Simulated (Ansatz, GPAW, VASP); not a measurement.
**One calculation of SnTe, 4 ways**

```
Te Sn
1.0
     0.00000    3.15085    3.15085
     3.15085    0.00000    3.15085
     3.15085    3.15085    0.00000
Te Sn
1 1
Direct
  0.50000 0.50000 0.50000
  0.00000 0.00000 0.00000
```

Alike in all runs: task single point; functional PBE; k mesh 7 × 7 × 7; occupations gaussian, width 0.011 eV; no spin polarisation; no spin-orbit coupling. Pressure is positive in compression and, in plane waves, holds the error of the finite cutoff, which Ansatz's Pulay term estimates and takes out.

| program and potentials | plane-wave cutoff (eV) | notes | pressure (GPa) |
| --- | --- | --- | --- |
| Ansatz, Ansatz PAW | 420 | 15 valence electrons an atom on average; Pulay term of +0.03 GPa included | 2.23 |
| Ansatz, all-electron LAPW, scalar-relativistic | - | - | 2.23 |
| VASP, PBE PAW files Sn_d, Te, 520 eV | 520 | 10 valence electrons an atom on average | 2.17 |
| GPAW, GPAW PAW data sets (gpaw-data 1.2.1) | 600 | 10 valence electrons an atom on average | 1.95 |

The pressure spans 1.95 (GPAW, GPAW PAW data sets (gpaw-data 1.2.1)) to 2.23 GPa (Ansatz, all-electron LAPW, scalar-relativistic), with all-electron results at 2.23.

The functional is the same throughout but for its coding, so the spread measures potentials, basis and numerics; runs on potential files found faulty are left out.
